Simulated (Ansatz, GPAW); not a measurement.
This is a calculation of MnSb for GPAW 26.7.0 (ASE script). The cell comes from a database or a generator and needn't be the stable form of this composition.

run.py

```python
from ase.dft.bandgap import bandgap
from ase.io import read, write
from ase.units import GPa
from gpaw import GPAW, PW, setup_paths

setup_paths.insert(0, '.')

atoms = read('MnSb.xyz')
atoms.set_initial_magnetic_moments([0.0, 4.0])

calc = GPAW(mode=PW(600),
            xc='PBEsol',
            kpts={'size': (8, 8, 8), 'gamma': True},
            occupations={'name': 'methfessel-paxton', 'order': 0, 'width': 0.02},
            nbands=27,
            convergence={'density': 1e-05, 'energy': 1e-05},
            maxiter=150,
            txt='gpaw.txt')
atoms.calc = calc
energy = atoms.get_potential_energy()
forces = atoms.get_forces()
stress = atoms.get_stress()
calc.write('gs.gpw')
write('result.traj', atoms)
print(f'Energy: {energy:.6f} eV')
print('Forces (eV/A):')
print(forces.round(4))
print('Stress (GPa):', (stress / GPa).round(3))
print('Moments:', calc.get_magnetic_moments().round(3))
print('Fermi level:', round(calc.get_fermi_level(), 4), 'eV')
print(f'Gap: {bandgap(calc)[0]:.4f} eV, direct: {bandgap(calc, direct=True)[0]:.4f} eV')
```

Contents of MnSb.xyz:

```xyz
2
Lattice="3.9527495300 0.0000000000 0.0000000000 1.9763747650 3.4231815078 0.0000000000 1.9763747650 1.1410605026 3.2274064765" Properties=species:S:1:pos:R:3 pbc="T T T"
Sb     3.9527495300      2.2821210052      1.6137032382
Mn     0.0000000000      0.0000000000      0.0000000000
```

Potentials or basis: PAW data sets generated in the run's folder for this functional, pw.

Command:

```bash
$ gpaw-setup -f PBEsol Mn Sb
$ OMP_NUM_THREADS=1 python run.py
```

Q: Set up the same calculation for Ansatz 0.2.0. Potentials or basis there: all-electron LAPW, scalar-relativistic.

A: As run (cutoffs and basis follow the program's own potentials, and thresholds, step limits or extra output files can differ):

input.yaml

```yaml
crystal:
  lattice:
    - [3.95274953, 0.0, 0.0]
    - [1.976374765, 3.4231815078, 0.0]
    - [1.976374765, 1.1410605026, 3.2274064765]
  atoms:
    - { symbol: Sb, position: [0.5, 0.5, 0.5] }
    - { symbol: Mn, position: [0.0, 0.0, 0.0], spin: 4.0 }
kpoints:
  mp_grid: { grid: [8, 8, 8] }
scf:
  occupations: { method: gaussian, width: 0.02 }
hamiltonian:
  xc: pbesol
  pseudopotentials: { kind: all_electron, lapw: { basis_error: 0.001 } }
magnetization:
  spin_polarized: true
output:
  forces: true
  stress: true
  eigenvalues: true
```

Potentials or basis: all-electron LAPW, scalar-relativistic.

Run with:

```sh
$ ansatz run input.yaml --threads 2 --pin off --max-ram 6144MiB --backend cpu --events-out ev --progress --plain --runs-dir out
```

Both were run:

|  | GPAW | Ansatz |
| --- | --- | --- |
| Pressure | -4.3 GPa | -4.1 GPa |
| Net moment | 3.86 μB per cell | 3.86 μB per cell |

Where Ansatz's input types no cutoff or centring, it takes its own default and a Γ-centred mesh.

The magnetic state is the one that the start led to; the real crystal's order can differ.

Pressure is positive in compression.
